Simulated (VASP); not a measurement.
A run of VASP 6.6.1 is set up as follows.

Contents of INCAR:

```
PREC     = Accurate       # precision mode
ENCUT    = 600            # plane-wave cutoff, eV
EDIFF    = 1E-7           # SCF threshold, eV
ISMEAR   = 1              # smearing method
SIGMA    = 0.1            # smearing width, eV
LREAL    = F              # projectors in reciprocal space
LASPH    = T              # aspherical terms in the spheres
NELM     = 80             # most SCF steps
ALGO     = Fast           # electronic algorithm
ISIF     = 2              # what is computed and relaxed
LWAVE    = F              # write WAVECAR
LCHARG   = F              # write CHGCAR
GGA      = PS             # functional
IBRION   = 2              # ionic algorithm
NSW      = 40             # ionic steps
EDIFFG   = -0.01          # ionic threshold
```

The input KPOINTS:

```
Automatic mesh
0
Gamma
  10 10 10
```

Contents of POSCAR:

```
ScAl3                                   
1.0
    4.0176186531      0.0000000000      0.0000000000
    0.0000000000      4.0176186531      0.0000000000
    0.0000000000      0.0000000000      4.0176186531
  Sc              Al            
     1     3
Direct
     0.0000000000000000    0.0000000000000000    0.0000000000000000
     0.5000000000000000    0.0000000000000000    0.5000000000000000
     0.0000000000000000    0.5000000000000000    0.5000000000000000
     0.5000000000000000    0.5000000000000000    0.0000000000000000
```

Potentials or basis: VASP PAW PBE potentials, release 64 (Sc_sv, Al).

Command:

```console
$ cat potpaw_PBE.64/Sc_sv/POTCAR potpaw_PBE.64/Al/POTCAR > POTCAR
$ mpirun -np 1 vasp_std > vasp.out
```

**Question.** Estimate the band gap on the k mesh.

**Answer.** None (metal or under the smearing width).

Final structure:
```
Sc Al
1.0
     4.01762    0.00000    0.00000
     0.00000    4.01762    0.00000
     0.00000    0.00000    4.01762
Sc Al
1 3
Direct
  0.00000 0.00000 0.00000
  0.50000 0.00000 0.50000
  0.00000 0.50000 0.50000
  0.50000 0.50000 0.00000
```

Caveat: the relaxation stopped at its first step, so nothing moved.
